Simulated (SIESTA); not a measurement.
The system is NaNb2O4.

```
CELL_PARAMETERS angstrom
3.00902 0.00000 0.00000
-1.50451 2.60589 0.00000
0.00000 0.00000 11.60450
ATOMIC_POSITIONS crystal
Nb 0.66667 0.33333 0.75464
Nb 0.33333 0.66667 0.24536
Na 0.00000 0.00000 0.50000
O 0.66667 0.33333 0.14693
O 0.33333 0.66667 0.85307
O 0.33333 0.66667 0.63995
O 0.66667 0.33333 0.36005
```

The cell comes from a database or a generator and needn't be the stable form of this composition.

- Program: SIESTA 5.4.2
- Task: single point
- Functional: PBEsol
- Potentials or basis: PseudoDojo 0.4 standard (PBEsol files)
- Basis: DZP (energy shift 0.003 Ry; two zetas on semicore shells)
- Grid cutoff: 800 Ry
- Energy shift: 0.003 Ry
- k mesh: 10 × 10 × 3
- Occupations: fermi-dirac, width 0.05 eV
- Spin: no spin polarisation

On this cell: pressure -5.1 GPa; largest force 0.290 eV/Å; band gap on the k mesh none (metal or under the smearing width).

The same run follows on a disturbed copy (atoms moved at random, drawn with an rms of 0.05 Å):

```
Nb Na O
1.0
     3.00902    0.00000    0.00000
    -1.50451    2.60589    0.00000
     0.00000    0.00000   11.60450
Nb Na O
2 1 4
Direct
  0.66475 0.32612 0.75489
  0.32075 0.65361 0.24290
  0.00227 0.00310 0.49626
  0.65435 0.31888 0.14685
  0.33852 0.66642 0.85731
  0.32633 0.66108 0.63804
  0.67609 0.34021 0.35693
```

**Question.** What does the disturbed cell give?

**Answer.** The energy (extrapolated to zero smearing) moves by +9.9 meV/atom; pressure -5.9 GPa; largest force 1.048 eV/Å; band gap on the k mesh none (metal or under the smearing width).

Forces in eV/Å, atoms in the order of the input:
```
Nb  -0.055  0.097  0.062
Nb   0.218  0.268  0.563
Na   0.001 -0.020  0.147
O    0.046  0.092 -0.497
O   -0.069 -0.092 -1.042
O    0.140  0.023  0.630
O   -0.281 -0.367  0.133
```

Stress tensor (GPa, compression positive):
```
-6.11 -0.08 -1.06
-0.08 -5.71 -1.09
-1.06 -1.09 -6.01
```

Caveats: the basis of atomic orbitals isn't converged, which shifts pressures, moduli and gaps; an odd number of electrons without spin polarisation forces a metal; a magnetic or distorted state may lie lower.
